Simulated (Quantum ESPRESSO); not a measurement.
Crystal: P.

```xyz
4
Lattice="1.6477 -5.4650 0.0000 1.6477 5.4650 0.0000 0.0000 0.0000 4.5436" Properties=species:S:1:pos:R:3 pbc="T T T"
P     1.6477   -4.4173    2.6754
P     1.6477    4.4173    1.8683
P     1.6477   -1.0477    0.4035
P     1.6477    1.0477    4.1401
```

- Program: Quantum ESPRESSO 7.5
- Task: single point
- Functional: PBE
- Potentials or basis: SSSP 1.3 efficiency PBE
- Cutoff: 748 eV
- Density cutoff: 5987 eV
- k mesh: 8 × 8 × 6
- Occupations: fermi-dirac, width 0.05 eV
- Spin: no spin polarisation

On this cell: pressure 2.1 GPa; largest force 0.354 eV/Å; band gap on the k mesh 0.10 eV, direct.

The same run follows on a disturbed copy (atoms moved at random, drawn with an rms of 0.05 Å):

```
P
1.0
     1.64774   -5.46504    0.00000
     1.64774    5.46504    0.00000
     0.00000    0.00000    4.54364
P
4
Direct
  0.91262 0.10718 0.59324
  0.09423 0.90635 0.41410
  0.59181 0.40672 0.09350
  0.40068 0.58277 0.90595
```

What does the disturbed cell give?

The energy moves by +25.1 meV/atom; pressure 4.1 GPa; largest force 1.498 eV/Å; band gap on the k mesh 0.31 eV, direct.

Forces on the atoms (eV/Å):
```
P   -0.756  0.050 -0.739
P   -0.028 -0.078  0.213
P    0.037 -0.983 -0.290
P    0.746  1.011  0.816
```

Stress tensor (GPa, compression positive):
```
 3.04 -0.13  1.77
-0.13  4.74  0.11
 1.77  0.11  4.47
```

A k mesh can miss the band edges.
